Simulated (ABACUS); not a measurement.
Crystal: TiO2.

```
CELL_PARAMETERS angstrom
4.59984 0.00000 0.00000
0.00000 4.59984 0.00000
0.00000 0.00000 2.95921
ATOMIC_POSITIONS crystal
Ti 0.00000 0.00000 0.50000
Ti 0.50000 0.50000 0.00000
O 0.30432 0.30432 0.50000
O 0.19568 0.80432 0.00000
O 0.80432 0.19568 0.00000
O 0.69568 0.69568 0.50000
```

The cell is a database's computed one.

```yaml
Program: ABACUS 3.10.1
Task: single point
Functional: PBE
Potentials_or_basis: PseudoDojo NC SR 0.4.1 PBE standard
Cutoff: 1143 eV
Density_cutoff: 4572 eV
Basis: plane waves
k_mesh: 6 × 6 × 9
Occupations: fermi-dirac, width 0.05 eV
Spin: no spin polarisation
```

On this cell: pressure 3.6 GPa; largest force 0.019 eV/Å; band gap on the k mesh 1.88 eV, direct.

The same run follows on a disturbed copy (atoms moved at random, drawn with an rms of 0.05 Å):

```
Ti O
1.0
     4.59984    0.00000    0.00000
     0.00000    4.59984    0.00000
     0.00000    0.00000    2.95921
Ti O
2 4
Direct
  0.99285 0.00757 0.49742
  0.49187 0.51062 0.99653
  0.30654 0.30354 0.49639
  0.18927 0.80785 0.00486
  0.79551 0.19416 0.00703
  0.69910 0.70567 0.50990
```

Task: What does the disturbed cell give?

Result: The energy moves by +6.0 meV/atom; pressure 3.5 GPa; largest force 0.866 eV/Å; band gap on the k mesh 1.81 eV, indirect (least direct gap 1.84 eV).

Forces in eV/Å, atoms in the order of the input:
```
Ti  -0.043  0.098  0.012
Ti   0.051 -0.085 -0.029
O    0.074  0.462  0.254
O    0.341 -0.217 -0.001
O    0.157  0.367 -0.087
O   -0.581 -0.624 -0.149
```

Stress tensor (GPa, compression positive):
```
 3.85  0.18 -0.30
 0.18  3.69 -0.55
-0.30 -0.55  3.01
```

Caveats: there are fewer bands than atomic start orbitals, so a level may be missed at k points of high symmetry; an odd mesh through Γ misses points on the zone boundary, where band edges often lie.
